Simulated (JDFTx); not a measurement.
Here is a JDFTx 1.7.0 (patched build) calculation.

ZrC.in

```
lattice \
    0.0000000000     4.4692022847     4.4692022847 \
    4.4692022847     0.0000000000     4.4692022847 \
    4.4692022847     4.4692022847     0.0000000000
coords-type Cartesian
ion Zr     4.4692022847     4.4692022847     4.4692022847 1
ion C      0.0000000000     0.0000000000     0.0000000000 1

ion-species pseudo/Zr.upf
ion-species pseudo/C.upf
elec-cutoff 41 328
elec-ex-corr gga-PBE
kpoint-folding 10 10 10
elec-smearing Fermi 0.0018374661
elec-n-bands 14
add-U Zr d 0.110248
electronic-SCF nIterations 100 energyDiffThreshold 1e-08
electronic-minimize nIterations 30 energyDiffThreshold 1e-7
converge-empty-states yes
forces-output-coords Cartesian
density-of-states Esigma 0.002 \
  Total \
  OrthoOrbital Zr 1 1s \
  OrthoOrbital Zr 1 2s \
  OrthoOrbital Zr 1 p \
  OrthoOrbital Zr 1 d \
  OrthoOrbital C 1 s \
  OrthoOrbital C 1 p

dump-name run.$VAR
dump End Ecomponents EigStats BandEigs Kpoints Forces Stress DOS
```

Potentials or basis: PseudoDojo-SR-PBE-0.5-standard with smoothed tails.

Run with:

```console
$ jdftx -c 1 -i ZrC.in -o ZrC.out
```

Problem. Estimate the band gap on the k mesh.

Solution. None (metal or under the smearing width).

Problem. Predict the pressure.

Solution. -3.0 GPa.

States per cell in windows of 1 eV (zero at the Fermi level; states under -8 eV left out):
```tsv
from (eV)	total	C p	Zr d	Zr p	C s	Zr s
-8.0	0.00	0.00	0.00	0.00	0.00	0.00
-7.0	0.00	0.00	0.00	0.00	0.00	0.00
-6.0	0.00	0.00	0.00	0.00	0.00	0.00
-5.0	0.42	0.20	0.15	0.00	0.01	0.01
-4.0	1.14	0.62	0.37	0.02	0.02	0.02
-3.0	2.80	1.55	1.10	0.06	0.04	0.00
-2.0	1.26	0.64	0.58	0.02	0.01	0.00
-1.0	0.38	0.24	0.13	0.01	0.00	0.00
0.0	0.31	0.14	0.15	0.00	0.00	0.00
1.0	0.62	0.15	0.44	0.00	0.01	0.00
```

Caveat: U without spin polarisation on a metal has little footing; the U is typed as a test and isn't derived for this compound.
